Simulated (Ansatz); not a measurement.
# CuO (P1) in Ansatz: a series of runs

Aim: see how the results for CuO move with the level of theory and the settings. Levels: r2SCAN, r2SCAN+U. Tasks: band structure.

Program: Ansatz 0.2.0. These are calculated values, not measurements. Logs are shortened: lines on timing, memory, paths and dates and some standing lists are left out, and cuts for length are marked.

## 1. The cell of the first run

The typed cell holds 4 atoms: a = 2.988 Å, b = 2.816 Å, c = 5.493 Å, α = 74.89°, β = 74.25°, γ = 66.24°.

The cell comes from a database or a generator and needn't be the stable form of this composition.

## 2. Band structure, r2SCAN

Contents of input.yaml:

```yaml
crystal:
  lattice:
    - [0.18960382, -2.17228837, -2.0431441]
    - [-2.01972352, 0.10629521, -1.95983549]
    - [2.38320037, 2.28583939, -4.38944304]
  atoms:
    - { symbol: Cu, position: [0.45623224, 0.53068563, 0.48541174] }
    - { symbol: Cu, position: [0.97428428, 0.98586739, 0.0243612] }
    - { symbol: O, position: [0.80166267, 0.74472112, 0.73928024] }
    - { symbol: O, position: [0.26782081, 0.23872587, 0.25094681] }
hamiltonian:
  xc: r2scan
  pseudopotentials: { kind: paw }
kpoints:
  mp_grid: { grid: [10, 10, 5] }
  band_path:
    path:
      - [[0.0, 0.0, -0.5], [0.0, 0.0, 0.0], [-0.5, 0.0, 0.0]]
      - [[-0.5, 0.0, -0.5], [0.0, 0.0, 0.0], [0.5, 0.5, 0.5]]
      - [[0.5, 0.5, 0.0], [0.0, 0.0, 0.0], [0.0, 0.5, 0.5]]
      - [[0.0, 0.5, 0.0], [0.0, 0.0, 0.0]]
    npoints: 14
scf:
  occupations: { method: fermi_dirac, width: 0.05 }
  n_extra_bands: 10
output:
  forces: true
  stress: true
  eigenvalues: true
  fatbands: true
```

Potentials or basis: Ansatz PAW.

The run is started by

```
$ ansatz run input.yaml --threads 2 --pin off --max-ram 5632MiB --backend cpu --events-out ev --progress --plain --runs-dir out
```

Log:

```text
Warning: RAYON_NUM_THREADS=2 ignored (pool sized by the plan → 2); use --threads N
scf.n_extra_bands = 10 over 25 filled bands (N_el = 50.0): the run solves 35 bands
Engine: ansatz 0.2.0, aarch64-unknown-linux-gnu
Pseudopotentials: kind: paw
Pseudopotential: Cu, paw, valence charge 19, recommended cutoff 500 eV (meta_gga), Cu.paw.azcp
Pseudopotential: O, paw, valence charge 6, recommended cutoff 500 eV (meta_gga), O.paw.azcp
Functional definition: r2SCAN
  parameter k0 = 0.174
  parameter k1 = 0.065
  parameter a1 = 4.9479
  exchange = r2scan_x(k0 = k0, k1 = k1, a1 = a1)
  correlation = r2scan_c
Crystal: 4 atoms, lattice volume = 40.116 Å³
Basis set: ecut = 500 eV, 1011 PW (Γ), exchange–correlation on 96×96×180 points (64 copies of the dense FFT grid, shifted against one another)
Bands: 35, of which v1, the nominal top of the filled ones, is band 25 counted from 1 (24 counted from 0)
Symmetry: 1 space group operations
Space group: P1 (ITA 1), of the structure as read, at distance tolerance 3.4e-5 Å
k-points: 252 of 500 (time reversal used)
Non-local potential: Cu, projectors of the file, l = 0: 3, l = 1: 2, l = 2: 3, l = 3: 1
Non-local potential: O, projectors of the file, l = 0: 2, l = 1: 2, l = 2: 1
PAW form: soft (Blöchl's): semilocal exchange-correlation on the pseudo side does not see the compensation charge
PAW frozen core: Cu, regenerated for the run's functional (the file was generated under x = pbe(κ = 0.804, μ = 0.2195149727645171), c = pbe(β = 0.06672455060314922))
PAW frozen core: O, regenerated for the run's functional (the file was generated under x = pbe(κ = 0.804, μ = 0.2195149727645171), c = pbe(β = 0.06672455060314922))
PAW one-centre angular grid: Cu, 590 points (default); XC on 160 Gauss nodes
PAW one-centre angular grid: O, 302 points (default); XC on 160 Gauss nodes
Initial density: superposition of atomic densities (neutral atoms: chi_scale 0, normalization atom), corrected by the library's trained network
Initial wavefunctions: pseudopotential atomic-orbital guess
Functional: x = r2scan, c = r2scan; τ floored in thin density (d = 2e-4 eV/Å³)
SCF iter   1: F=—  HF=-14396.110907 eV  |F-HF|=—  |Δ(HF+E_count)|=         —  Δρ=2.44e-2  dr2=1.21e-1  dr2_τ=6.27e-2  ethr=1.77e-3  ⟨swp⟩=5.4  Hψ=32944  notcnv=0  defer=69
preconditioner: auto → Kerker (q_TF=auto, 2.830 Å⁻¹)  [metal: Δε(μ)=0.013 eV  Ē_g=16.128 eV  σ=0.050 eV  W_gap=0.06  n_scr=18 (ndim 8)  ℏωp=34.2 eV  f_vac=0.002  D(μ)=3.50/eV (n_scr^D=40)]
SCF iter   2: F=—  HF=-14396.119353 eV  |F-HF|=—  |Δ(HF+E_count)|=   8.45e-3  Δρ=9.21e-3  dr2=3.44e-2  dr2_τ=2.27e-3  ethr=2.43e-4  ⟨swp⟩=2.8  Hψ=18302  notcnv=0  defer=475
SCF iter   3: F=—  HF=-14396.112946 eV  |F-HF|=—  |Δ(HF+E_count)|=   6.41e-3  Δρ=9.48e-3  dr2=1.95e-2  dr2_τ=1.40e-3  ethr=6.88e-5  ⟨swp⟩=2.2  Hψ=14014  notcnv=0  defer=475
SCF iter   4: F=—  HF=-14396.111587 eV  |F-HF|=—  |Δ(HF+E_count)|=   1.36e-3  Δρ=6.66e-3  dr2=1.40e-2  dr2_τ=4.46e-4  ethr=3.91e-5  ⟨swp⟩=1.5  Hψ=8639  notcnv=0  defer=475
SCF iter   5: F=—  HF=-14396.110443 eV  |F-HF|=—  |Δ(HF+E_count)|=   1.14e-3  Δρ=5.18e-3  dr2=9.13e-3  dr2_τ=7.10e-5  ethr=2.80e-5  ⟨swp⟩=2.3  Hψ=11928  notcnv=0  defer=475
SCF iter   6: F=—  HF=-14396.109911 eV  |F-HF|=—  |Δ(HF+E_count)|=   5.32e-4  Δρ=1.62e-3  dr2=8.93e-4  dr2_τ=3.05e-5  ethr=1.83e-5  ⟨swp⟩=1.0  Hψ=8756  notcnv=0  defer=475
SCF iter   7: F=—  HF=-14396.110008 eV  |F-HF|=—  |Δ(HF+E_count)|=   9.66e-5  Δρ=8.06e-4  dr2=2.50e-4  dr2_τ=1.04e-5  ethr=1.79e-6  ⟨swp⟩=1.0  Hψ=8502  notcnv=0  defer=475
SCF iter   8: F=—  HF=-14396.110021 eV  |F-HF|=—  |Δ(HF+E_count)|=   1.29e-5  Δρ=1.35e-4  dr2=1.11e-5  dr2_τ=2.60e-7  ethr=5.00e-7  ⟨swp⟩=1.9  Hψ=11764  notcnv=0  defer=475
SCF iter   9: F=—  HF=-14396.110014 eV  |F-HF|=—  |Δ(HF+E_count)|=   6.61e-6  Δρ=7.78e-5  dr2=3.10e-6  dr2_τ=5.98e-8  ethr=2.21e-8  ⟨swp⟩=2.0  Hψ=11870  notcnv=0  defer=475
SCF iter  10: F=—  HF=-14396.110014 eV  |F-HF|=—  |Δ(HF+E_count)|=   3.56e-8  Δρ=2.76e-5  dr2=4.89e-7  dr2_τ=2.39e-8  ethr=6.20e-9  ⟨swp⟩=1.0  Hψ=8379  notcnv=0  defer=475
SCF iter  11: F=—  HF=-14396.110014 eV  |F-HF|=—  |Δ(HF+E_count)|=   1.05e-8  Δρ=3.53e-5  dr2=5.48e-7  dr2_τ=7.64e-9  ethr=9.78e-10  ⟨swp⟩=2.7  Hψ=13090  notcnv=0  defer=475
SCF iter  12: F=-14396.110014 eV  HF=-14396.110014 eV  |F-HF|=8.99e-9  |Δ(HF+E_count)|=   4.08e-8  Δρ=4.80e-6  dr2=1.13e-8  dr2_τ=3.48e-10  ethr=2.00e-10  ⟨swp⟩=7.1  Hψ=37358  notcnv=0
SCF 1 converged in 12 iterations: F = -14396.110014 eV  dr2 = 1.13e-8
NSCF: frozen V_eff on 102 k-points
SCF converged after 12 iterations
Free energy (F): -14396.110014 eV
Harris-Foulkes:  -14396.110014 eV  (|F-HF|=8.99e-9)
Internal energy: -14396.080945 eV  (E = F + TS)
E sigma→0 (E₀):  -14396.095480 eV
Entropy (-TS):   -0.029069 eV (-7.267 meV/atom)
Fermi energy:    11.745225 eV
--- Per-component energies (eV) ---
  E_band       = -901.624299
  E_kinetic    = 940.001824
  E_local      = -9525.838773  (includes V_loc(G=0)·N_el)
  E_nonlocal   = 897.651577
  E_hartree    = 4136.883483
  E_xc         = -309.328299
  E_vxc        = -451.759304  (∫ρ·V_xc dr)
  E_paw        = -3681.204495  (= ΣΔE_a)
  E_vpaw       = -1065.408691  (= ΣTr[D̂ρ^β])
  E_aug_tail   = 0.002227  (compensation charges beyond the density's cutoff)
  E_vtau       = 29.962324  (kinetic-family band-sum trace: ∫τ·v_τ [+ j·A + Jᵃ·Aᵃ] dr)
  E_ewald      = -6853.582391
  E_core_change = -0.666098  (= ΣΔE_core)
  E_smearing   = -0.029069  (= −TS)
  E_closure    = -0.000000  (closes the sum)
  Σ components = -14396.110014   (vs F -14396.110014, Δ=0.00e0)
--- Forces (eV/Å), atoms counted from 1 ---
  atom   1  Cu     1.09229156     0.06013445    -1.24100777
  atom   2  Cu    -0.78024589    -1.07181908     0.59226077
  atom   3  O      0.08281042     0.55533722     0.01069152
  atom   4  O     -0.39484927     0.45634791     0.63804873
  max |Σ_I F_I| component: 6.82e-6 eV/Å
--- Stress (GPa, compression-positive) ---
      -11.310731       1.483621       9.109694
        1.483621      -9.597483       2.333512
        9.109694       2.333513     -11.499921
  P = ⅓ Tr σ = -10.8027 GPa (-108.027 kbar)
--- Band table (eV; the first three rows and the last of 252) ---
  k-point 0: bands = ["-104.2463", "-104.1071", "-60.0949", "-60.0815", "-60.0536", "-60.0450", "-59.9446", "-59.8354", "-8.7275", "-7.2198", "4.3821", "6.8250", "7.2645", "8.4433", "8.5897", "9.0627", "9.1834", "9.5565", "9.6920", "9.8097", "9.9654", "10.1540", "10.5357", "10.7155", "12.0829", "12.3688", "13.3078", "18.4282", "20.7618", "26.1573", "28.6857", "28.9106", "29.7084", "30.6432", "32.4856"]
  k-point 1: bands = ["-104.2463", "-104.1071", "-60.0949", "-60.0815", "-60.0536", "-60.0450", "-59.9446", "-59.8354", "-8.6849", "-7.2834", "4.6583", "6.8720", "7.3098", "7.8722", "8.6333", "8.9629", "9.1812", "9.4940", "9.6244", "9.7159", "9.8116", "10.1251", "10.8044", "10.9668", "12.0069", "12.2508", "13.9667", "17.9089", "21.3229", "26.3815", "27.0072", "28.9810", "29.6939", "31.5234", "32.3963"]
  k-point 2: bands = ["-104.2463", "-104.1071", "-60.0948", "-60.0815", "-60.0535", "-60.0451", "-59.9446", "-59.8355", "-8.6072", "-7.3946", "5.3574", "6.6480", "7.2066", "7.4891", "8.2914", "8.7672", "9.2402", "9.4931", "9.5594", "9.6627", "9.7499", "9.9761", "11.3071", "11.4264", "11.7634", "11.9305", "15.2854", "16.7862", "22.5983", "24.7460", "27.0669", "28.9194", "29.7456", "31.2596", "32.1631"]
  k-point 251: bands = ["-104.2449", "-104.1057", "-60.1029", "-60.0885", "-60.0590", "-60.0557", "-59.9514", "-59.8384", "-7.7083", "-6.5455", "4.8715", "6.1296", "6.3554", "6.5816", "7.3668", "7.8449", "9.1834", "9.6786", "9.9165", "10.0120", "10.2128", "10.3759", "10.7638", "11.1601", "11.4737", "11.7910", "18.5407", "19.2442", "21.1961", "21.7084", "24.0334", "24.3448", "25.6428", "26.7333", "29.9625"]
```

It took 56 s on 2 threads of Arm Neoverse V1, shared host; peak memory 0.64 GiB.

Results:

| Item | Value |
| --- | --- |
| Free energy | -14396.1100 eV |
| Pressure | -10.8 GPa |
| Largest force | 1.654 eV/Å |
| Band gap on the k mesh | none (metal or under the smearing width) |

Forces in eV/Å, atoms in the order of the input:
```
Cu   1.092  0.060 -1.241
Cu  -0.780 -1.072  0.592
O    0.083  0.555  0.011
O   -0.395  0.456  0.638
```

Levels at the corners of the path, in eV from the Fermi level:
```csv
point,band 21,band 22,band 23,band 24,band 25,band 26,band 27,band 28
X,-2.01,-1.80,-0.26,-0.15,-0.12,0.04,4.04,4.57
Γ,-1.78,-1.59,-1.21,-1.03,0.34,0.62,1.56,6.68
Y,-1.63,-1.52,-0.95,-0.62,-0.30,-0.17,7.17,7.57
L,-1.74,-1.70,-1.52,-1.48,0.43,0.74,5.66,6.53
Γ,-1.78,-1.59,-1.21,-1.03,0.34,0.62,1.56,6.68
Z,-1.50,-1.39,-0.71,-0.62,-0.31,-0.16,6.97,7.69
N,-1.75,-1.57,-1.44,-1.27,0.48,0.82,5.67,6.22
Γ,-1.78,-1.59,-1.21,-1.03,0.34,0.62,1.56,6.68
M,-1.77,-1.55,-1.47,-1.35,0.30,0.76,5.96,6.34
R,-1.54,-1.41,-0.90,-0.67,-0.23,-0.18,7.47,7.70
Γ,-1.78,-1.59,-1.21,-1.03,0.34,0.62,1.56,6.68
```

Caveat: the run has no spin polarisation, though such a crystal can be magnetic; semilocal functionals often make such compounds metallic where correlation or magnetic order opens a gap, which also shifts bond lengths; the PAW data sets come from PBE, with cores solved anew for the run's functional, which leaves a small shift of forces and pressure; forces of over 1 eV/Å show positions far from the minimum, so gaps and moduli don't describe the material at rest.

## 3. Band structure, r2SCAN+U

Edit input.yaml of step 2 so:

```diff
@@ -13,2 +13,3 @@
   pseudopotentials: { kind: paw }
+  hubbard: { sites: [{ species: Cu, l: d, u_eff: 1.0 }] }
 kpoints:
@@ -29,2 +30,6 @@
   eigenvalues: true
-  fatbands: true
+  fatbands: false
+  write_density: true
+  write_potential: true
+  elf: true
+  volumetric_format: npy
```

Potentials or basis: Ansatz PAW.

The run is started by

```
$ ansatz run input.yaml --threads 2 --pin off --max-ram 5632MiB --backend cpu --events-out ev --progress --plain --runs-dir out
```

Run time: 69 s. Hardware: 2 threads of Arm Neoverse V1, shared host; peak memory 0.8 GiB.

Results (log left out):

```yaml
Free_energy: -14395.6284 eV
Pressure: -10.4 GPa
Largest_force: 1.647 eV/Å
Band_gap_on_the_k_mesh: none (metal or under the smearing width)
```

Forces in eV/Å, atoms in the order of the input:
```
Cu   1.088  0.018 -1.236
Cu  -0.765 -1.082  0.569
O    0.080  0.565  0.003
O   -0.403  0.498  0.664
```

Stress tensor (GPa, compression positive):
```
-10.99   1.46   8.92
  1.46  -9.05   2.24
  8.92   2.24 -11.23
```

Levels at the corners of the path, in eV from the Fermi level:
```
point  band 21  band 22  band 23  band 24  band 25  band 26  band 27  band 28
    X    -2.20    -1.95    -0.28    -0.14    -0.11     0.06     4.19     4.71
    Γ    -1.85    -1.72    -1.20    -1.03     0.34     0.64     1.72     6.84
    Y    -1.81    -1.69    -1.01    -0.65    -0.29    -0.16     7.33     7.72
    L    -1.93    -1.79    -1.65    -1.61     0.43     0.76     5.84     6.69
    Γ    -1.85    -1.72    -1.20    -1.03     0.34     0.64     1.72     6.84
    Z    -1.66    -1.55    -0.74    -0.66    -0.32    -0.17     7.14     7.86
    N    -1.96    -1.67    -1.51    -1.40     0.47     0.84     5.85     6.40
    Γ    -1.85    -1.72    -1.20    -1.03     0.34     0.64     1.72     6.84
    M    -1.98    -1.66    -1.53    -1.49     0.30     0.78     6.14     6.51
    R    -1.72    -1.59    -0.95    -0.70    -0.24    -0.18     7.63     7.86
    Γ    -1.85    -1.72    -1.20    -1.03     0.34     0.64     1.72     6.84
```

Eigenvalues of the final occupation matrices:
```csv
site,spin,trace,eigenvalues
site 1,1,4.72,0.86 0.87 0.99 0.99 1.00
site 2,1,4.74,0.84 0.91 0.99 1.00 1.00
```

Caveat: the run has no spin polarisation, though such a crystal can be magnetic; U without spin polarisation on a metal has little footing; the PAW data sets come from PBE, with cores solved anew for the run's functional, which leaves a small shift of forces and pressure; forces of over 1 eV/Å show positions far from the minimum, so gaps and moduli don't describe the material at rest.
